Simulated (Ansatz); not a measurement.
# Structure relaxation of Na

Level of theory: Ansatz, DFT PBE, scalar-relativistic, plane waves, PAW. Cutoff 420 eV, Γ-centred k mesh, Gaussian smearing, no spin polarisation in the final step.

This is the end of a relaxation of cell and atoms.

```
CELL_PARAMETERS angstrom
0.00000 3.79180 3.79180
3.79180 0.00000 3.79180
3.79180 3.79180 0.00000
ATOMIC_POSITIONS crystal
Na 0.00000 0.00000 0.00000
Na 0.25000 0.25000 0.25000
```

Energies count from the standard state of Na at the same level.

What space group does it have?

Fd-3m (No. 227). Conventional cell: a = 7.584 Å. Na is coordinated by 4 Na at 3.28 Å.

How far above the standard state of Na does it lie?

0.34 eV/atom.

Is it a metal?

Yes, bands cross the Fermi level on the 12×12×12 mesh.

The final run used a 12×12×12 mesh on its 2-atom cell and 0.10 eV smearing. The k mesh leaves about 4 meV/atom of noise in metals. The cell came from a trial start, so Na may not exist in this structure.